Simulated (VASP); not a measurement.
# Cu2O (Cuprite) (Pn-3m) in VASP: further runs, part 2 of 2

VASP 6.6.1.

### Step 5. Relaxation of the atoms, PBE (a relaxed cell with its volume scaled by 1.06)

The input, INCAR:

```
PREC     = Accurate       # precision mode
ENCUT    = 300            # plane-wave cutoff, eV
EDIFF    = 1E-7           # SCF threshold, eV
ISMEAR   = 0              # smearing method
SIGMA    = 0.03           # smearing width, eV
LREAL    = False          # projectors in reciprocal space
LASPH    = True           # aspherical terms in the spheres
NELM     = 80             # most SCF steps
ALGO     = Fast           # electronic algorithm
ISIF     = 2              # what is computed and relaxed
LWAVE    = False          # write WAVECAR
LCHARG   = False          # write CHGCAR
GGA      = PE             # functional
IBRION   = 2              # ionic algorithm
NSW      = 40             # ionic steps
EDIFFG   = -0.01          # ionic threshold
KPAR     = 2
```

The input, KPOINTS:

```
Automatic mesh
0
Gamma
  3 3 3
```

The input, POSCAR:

```
Cu2O                                    
1.0
    4.3685008885      0.0000000000     -0.0000000000
    0.0000000000      4.3685008885      0.0000000000
   -0.0000000000      0.0000000000      4.3685008885
  Cu              O             
     4     2
Direct
     0.2500000000000000    0.2500000000000000    0.2500000000000000
     0.2500000000000000    0.7500000000000000    0.7500000000000000
     0.7500000000000000    0.7500000000000000    0.2500000000000000
     0.7500000000000000    0.2500000000000000    0.7500000000000000
     0.0000000000000000    0.0000000000000000    0.0000000000000000
     0.5000000000000000    0.5000000000000000    0.5000000000000000
```

Potentials or basis: VASP PAW PBE potentials, release 64 (Cu, O_s).

Command:

```sh
> cat potpaw_PBE.64/Cu/POTCAR potpaw_PBE.64/O_s/POTCAR > POTCAR
> mpirun -np 2 vasp_std > vasp.out
```

OUTCAR:

```text
PREC = Accurate
   ENCUT = 300
   EDIFF = 1E-7
   ISMEAR = 0
   LREAL = False
   LASPH = True
   NELM = 80
   ISIF = 2
   GGA = PE
   IBRION = 2
   NSW = 40
   EDIFFG = -0.01

 ion  position               nearest neighbor table
   1  0.250  0.250  0.250-   5 1.89   6 1.89
   2  0.250  0.750  0.750-   5 1.89   6 1.89
   3  0.750  0.750  0.250-   5 1.89   6 1.89
   4  0.750  0.250  0.750-   5 1.89   6 1.89
   5  0.000  0.000  0.000-   1 1.89   2 1.89   3 1.89   4 1.89
   6  0.500  0.500  0.500-   1 1.89   2 1.89   3 1.89   4 1.89

  LATTYP: Found a simple cubic cell.
 ALAT       =     4.3685008885

  Lattice vectors:

 A1 = (   4.3685008885,   0.0000000000,   0.0000000000)
 A2 = (   0.0000000000,   4.3685008885,   0.0000000000)
 A3 = (   0.0000000000,   0.0000000000,   4.3685008885)

Analysis of symmetry for initial positions (statically):
=====================================================================
 Subroutine PRICEL returns:
 Original cell was already a primitive cell.

 Routine SETGRP: Setting up the symmetry group for a
 simple cubic supercell.

 Subroutine GETGRP returns: Found 48 space group operations
 (whereof 24 operations were pure point group operations)
 out of a pool of 48 trial point group operations.

The static configuration has the point symmetry T_d .
 The point group associated with its full space group is O_h .

Analysis of symmetry for dynamics (positions and initial velocities):
=====================================================================
 Subroutine PRICEL returns:
 Original cell was already a primitive cell.

 Routine SETGRP: Setting up the symmetry group for a
 simple cubic supercell.

 Subroutine GETGRP returns: Found 48 space group operations
 (whereof 24 operations were pure point group operations)
 out of a pool of 48 trial point group operations.

The dynamic configuration has the point symmetry T_d .
 The point group associated with its full space group is O_h .
[... 110 lines left out ...]
   LORBIT       =      0    0 simple, 1 ext, 2 COOP (PROOUT), +10 PAW based schemes
   GGA     = PE    functional components
   LHFCALC =     F    Hartree Fock is set to
   AEXX    =    0.0000 exact exchange contribution
   IVDW    =     0    specifies the selected vdW correction
   LEPSILON=     F    determine dielectric tensor
   LRPA    =     F    only Hartree local field effects (RPA)
 conjugate gradient relaxation of ions
 non-spin polarized calculation
 RMM-DIIS sequential band-by-band and
 Gauss-broadening in eV      SIGMA  =   0.03
  energy-cutoff  :      300.00
  volume of cell :       83.37
 maximum number of plane-waves:      1021
 NGX is ok and might be reduce to    28
   NGX = 13   NGY = 13   NGZ = 13

 number of electron      56.0000242 magnetization

 Free energy of the ion-electron system (eV)
  ---------------------------------------------------
  ext. energy  EPLUGINS =         0.00000000
  ---------------------------------------------------
  free energy    TOTEN  =       -27.21548868 eV

  energy without entropy =      -27.21548868  energy(sigma->0) =      -27.21548868

 E-fermi :   4.2477     XC(G=0): -10.6431

 val. band max:        4.1022612436   @ k =   0.0000   0.0000   0.0000
 cond. band min:       4.4869406059   @ k =   0.0000   0.0000   0.0000
 fundamental gap:      0.3846793622
 Fermi energy:         4.2476930521

 k-point     1 :       0.0000    0.0000    0.0000
  band No.  band energies     occupation
      1     -15.4431      2.00000
      2     -14.8370      2.00000
      3      -2.5161      2.00000
      4      -2.5161      2.00000
      5      -2.5161      2.00000
      6      -0.3098      2.00000
[... 133 lines left out ...]
     32       8.0473      0.00000
     33       8.8345      0.00000

------------------------ aborting loop because EDIFF is reached ----------------------------------------

  FORCE on cell =-STRESS in cart. coord.  units (eV):
  Direction    XX          YY          ZZ          XY          YZ          ZX
  --------------------------------------------------------------------------------------
  -------------------------------------------------------------------------------------
  Total       -2.9875612     -2.9875612     -2.9875612     -0.0000000     -0.0000000     -0.0000000
  in kB      -57.4156258    -57.4156258    -57.4156258     -0.0000000     -0.0000000     -0.0000000
  external PRESSURE =     -57.4156258 kB  Pullay stress =       0.0000000 kB

 VOLUME and BASIS-vectors are now :
 -----------------------------------------------------------------------------
  energy-cutoff  :      300.00
  volume of cell :       83.37
      direct lattice vectors                 reciprocal lattice vectors
     4.368500888  0.000000000  0.000000000     0.228911479  0.000000000  0.000000000
     0.000000000  4.368500888  0.000000000     0.000000000  0.228911479  0.000000000
     0.000000000  0.000000000  4.368500888     0.000000000  0.000000000  0.228911479

 POSITION                                       TOTAL-FORCE (eV/Angst)
 -----------------------------------------------------------------------------------
      1.09213      1.09213      1.09213        -0.000000      0.000000      0.000000
      1.09213      3.27638      3.27638        -0.000000     -0.000000      0.000000
      3.27638      3.27638      1.09213        -0.000000      0.000000     -0.000000
      3.27638      1.09213      3.27638         0.000000     -0.000000      0.000000
      0.00000      0.00000      0.00000        -0.000000     -0.000000     -0.000000
      2.18425      2.18425      2.18425         0.000000      0.000000      0.000000
 -----------------------------------------------------------------------------------
    total drift:                                0.000000      0.000000      0.000000

  FREE ENERGIE OF THE ION-ELECTRON SYSTEM (eV)
  ---------------------------------------------------
  free  energy   TOTEN  =       -27.2154886789 eV

  energy  without entropy=      -27.2154886789  energy(sigma->0) =      -27.21548868

 reached required accuracy - stopping structural energy minimisation
```

OSZICAR:

```text
N       E                     dE             d eps       ncg     rms          rms(c)
DAV:   1     0.424898300068E+03    0.42490E+03   -0.18185E+04   264   0.171E+03
DAV:   2     0.152466252471E+02   -0.40965E+03   -0.39897E+03   265   0.400E+02
DAV:   3    -0.316543740894E+02   -0.46901E+02   -0.45771E+02   308   0.173E+02
DAV:   4    -0.331754053467E+02   -0.15210E+01   -0.15103E+01   359   0.353E+01
DAV:   5    -0.332010707593E+02   -0.25665E-01   -0.25655E-01   366   0.374E+00    0.231E+01
RMM:   6    -0.298057694265E+02    0.33953E+01   -0.59777E+01   275   0.926E+01    0.237E+01
RMM:   7    -0.272092673672E+02    0.25965E+01   -0.16858E+01   272   0.532E+01    0.179E+01
RMM:   8    -0.272574754405E+02   -0.48208E-01   -0.12013E+00   281   0.511E+00    0.103E+01
RMM:   9    -0.272496751112E+02    0.78003E-02   -0.63887E-01   276   0.826E+00    0.149E+00
RMM:  10    -0.272140932193E+02    0.35582E-01   -0.15550E-01   276   0.408E+00    0.361E-01
RMM:  11    -0.272164788914E+02   -0.23857E-02   -0.29991E-02   326   0.950E-01    0.530E-01
RMM:  12    -0.272155149660E+02    0.96393E-03   -0.43567E-03   284   0.487E-01    0.925E-02
RMM:  13    -0.272154858919E+02    0.29074E-04   -0.55558E-04   276   0.249E-01    0.105E-01
RMM:  14    -0.272154864723E+02   -0.58048E-06   -0.17634E-04   303   0.933E-02    0.250E-02
RMM:  15    -0.272154895105E+02   -0.30381E-05   -0.36203E-05   292   0.389E-02    0.130E-02
RMM:  16    -0.272154884149E+02    0.10956E-05   -0.10181E-05   307   0.255E-02    0.530E-03
RMM:  17    -0.272154885864E+02   -0.17157E-06   -0.18092E-06   259   0.822E-03    0.430E-03
RMM:  18    -0.272154886789E+02   -0.92468E-07   -0.82967E-07   236   0.931E-03
   1 F= -.27215489E+02 E0= -.27215489E+02  d E =-.272155E+02
```

CONTCAR:

```text
Cu2O
   1.00000000000000
     4.3685008884999998    0.0000000000000000    0.0000000000000000
     0.0000000000000000    4.3685008884999998    0.0000000000000000
     0.0000000000000000    0.0000000000000000    4.3685008884999998
  Cu              O
     4     2
Direct
     0.2500000000000000    0.2500000000000000    0.2500000000000000
     0.2500000000000000    0.7500000000000000    0.7500000000000000
     0.7500000000000000    0.7500000000000000    0.2500000000000000
     0.7500000000000000    0.2500000000000000    0.7500000000000000
     0.0000000000000000    0.0000000000000000    0.0000000000000000
     0.5000000000000000    0.5000000000000000    0.5000000000000000

  0.00000000E+00  0.00000000E+00  0.00000000E+00
  0.00000000E+00  0.00000000E+00  0.00000000E+00
  0.00000000E+00  0.00000000E+00  0.00000000E+00
  0.00000000E+00  0.00000000E+00  0.00000000E+00
  0.00000000E+00  0.00000000E+00  0.00000000E+00
  0.00000000E+00  0.00000000E+00  0.00000000E+00
```

Run time: 8.2 s. Hardware: 2 MPI ranks of Intel Xeon Platinum 8488C (Sapphire Rapids), shared host; peak memory 0.13 GiB.

Results:

- Free energy: -27.2155 eV
- Band gap on the k mesh: 0.38 eV, direct

Final structure:
```
Cu O
1.0
     4.36850    0.00000    0.00000
     0.00000    4.36850    0.00000
     0.00000    0.00000    4.36850
Cu O
4 2
Direct
  0.25000 0.25000 0.25000
  0.25000 0.75000 0.75000
  0.75000 0.75000 0.25000
  0.75000 0.25000 0.75000
  0.00000 0.00000 0.00000
  0.50000 0.50000 0.50000
```

Levels at points of the mesh, in eV from the valence-band top:
```
           k point  band 25  band 26  band 27  band 28  band 29  band 30  band 31  band 32
(0.00, 0.00, 0.00)    -1.41     0.00     0.00     0.00     0.38     1.49     1.49     7.49
```

Caveat: the k mesh is coarse (spacing up to 0.48 Å⁻¹), so the values aren't converged; the cutoff is under 1.25 times the usual one of these potentials, so pressure, stress and relaxed cells hold a basis-set (Pulay) error; the relaxation stopped at its first step, so nothing moved.

### Step 6. Overview

```csv
cell,gap on the mesh (eV)
atoms relaxed,0.50
atoms relaxed from: a relaxed cell with its volume scaled by 1.02,0.46
atoms relaxed from: a relaxed cell with its volume scaled by 1.04,0.42
atoms relaxed from: a relaxed cell with its volume scaled by 1.06,0.38
```

Alike in all rows: task relaxation of the atoms; level PBE; potentials or basis VASP PAW PBE potentials, release 64 (Cu, O_s); no spin polarisation; k mesh 3 × 3 × 3; cutoff (eV) 300; smearing gaussian 0.03 eV; the mesh is coarse, so values aren't converged.

Caveats: all runs use coarse meshes; the cutoff is under 1.25 times the usual one of these potentials, so pressure, stress and relaxed cells hold a basis-set (Pulay) error; the relaxation stopped at its first step, so nothing moved.

Absolute energies hang on the potentials; compare differences alone.
